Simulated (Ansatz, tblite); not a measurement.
## A script for F (GFN2-xTB)

These are simulated results from tblite 0.8.0, not measurements. The cell began as a database structure and was relaxed with r2SCAN+rVV10 in plane waves (Ansatz 0.2.0). All runs are without spin polarisation.

The symmetry is C2/c (No. 15, monoclinic); a = 4.922 Å, b = 3.261 Å, c = 6.483 Å, β = 90.2° in the conventional setting, 13.01 Å³ an atom. F has 1 F at 1.40 Å.

tblite solves periodic systems at the zone centre alone, so the script builds a cluster of 2×3×2 conventional cells (96 atoms), which folds in a coarse mesh of k points.

The script, run.py:

```python
import json
from ase import Atoms
from ase.build import make_supercell
from ase.units import Bohr, GPa, Hartree
from tblite.interface import Calculator

atoms = Atoms(['F', 'F', 'F', 'F'],
              cell=[[2.459092, -1.630469, 0.102741], [2.459092, 1.630469, 0.102741], [-0.294904, 0.0, 6.476765]],
              scaled_positions=[[0.596274, 0.903554, 0.596594], [0.096446, 0.403726, 0.903406], [0.403726, 0.096446, 0.403406], [0.903554, 0.596274, 0.096594]],
              pbc=True)
cluster = make_supercell(atoms, [[2, 2, 0], [-3, 3, 0], [0, 0, 2]])
calc = Calculator('GFN2-xTB', cluster.numbers, cluster.positions / Bohr, lattice=cluster.cell[:] / Bohr, periodic=cluster.pbc)
calc.set('temperature', 0.02 / Hartree)
calc.set('max-iter', 150)
res = calc.singlepoint()
levels = res.get('orbital-energies') * Hartree
nv = round(res.get('orbital-occupations').sum() / 2)
cells = len(cluster) // len(atoms)
out = {'energy_per_cell': res.get('energy') * Hartree / cells, 'homo': levels[nv - 1], 'lumo': levels[nv],
       'stress': (-res.get('virial') * Hartree / cluster.get_volume() / GPa).tolist(), 'charges': res.get('charges')[:len(atoms)].tolist(), 'electrons': 2 * nv / cells}
json.dump(out, open('results.json', 'w'))
for key, value in out.items():
    print(key, value)
```

Command: `python run.py`. It took 8.2 s on 1 thread of Intel(R) Xeon(R) Platinum 8223CL CPU @ 3.00GHz (Skylake/Cascade Lake), on a shared host, peak memory 0.11 GiB.

Output:

```
------------------------------------------------------------
  cycle        total energy    energy error   density error
------------------------------------------------------------
      1     -447.3434231121  -4.4738926E+02   1.7117878E-01
      2     -447.3545365906  -1.1113478E-02   1.0057508E-01
      3     -447.3616028388  -7.0662482E-03   5.9801124E-03
      4     -447.3616968686  -9.4029766E-05   8.0389639E-04
      5     -447.3616982548  -1.3862465E-06   1.3763771E-04
      6     -447.3616983026  -4.7773256E-08   1.5571465E-06
------------------------------------------------------------

 total:                                   7.405 sec
energy_per_cell -507.22216104285786
homo -14.937371811150173
lumo -10.426291318683463
stress [[0.907355150721905, 7.0292720381871365e-09, -0.03769972032481784], [7.029272043580679e-09, 1.9312753190592795, -1.5194696248653742e-07], [-0.03769972032481782, -1.5194696248653742e-07, 1.7437218984240623]]
charges [-1.1399489818764152e-07, -1.6590843587849236e-08, 1.0434900366007582e-07, 7.463387241557484e-09]
electrons 28.0
```

The cycle table is in hartree for the whole cluster, and the lines after it are in eV (the energy for one cell). The printed stress is in GPa and positive in compression, and the pressure is its mean diagonal.

GFN2-xTB gives a gap of 4.51 eV. On the same cell, plane-wave PBE (Ansatz, 10×10×4 k points and the special points) gives a gap of 2.99 eV and r2SCAN a gap of 3.84 eV; on shared hosts these took about 4.9 and 11 core-seconds on the 4-atom cell, against 8.2 for the script. Semilocal gaps usually lie below measured ones. xTB was fitted to molecules, so gaps, charges and pressures of solids can be far off, and the gap also depends on the size of the cluster.

The same script was run on cells scaled at fixed shape and fractional coordinates:

```
volume (Å³/atom)  energy (meV/atom)  pressure (GPa, positive in compression)  gap (eV)
           11.45               40.2                                     7.39      5.63
           12.23               13.0                                     3.97      5.02
           13.01                0.0                                     1.53      4.51
           13.79               -3.0                                    -0.20      4.08
           14.57                1.1                                    -1.43      3.71
```

A Birch-Murnaghan fit puts the minimum at 13.69 Å³/atom, 5.2 % above the given cell, with a bulk modulus of 26.6 GPa at fixed shape.

xTB was fitted mostly to molecules, and a small cluster samples few k points, so gaps, pressures and kinks along a curve can be far from a solid's.
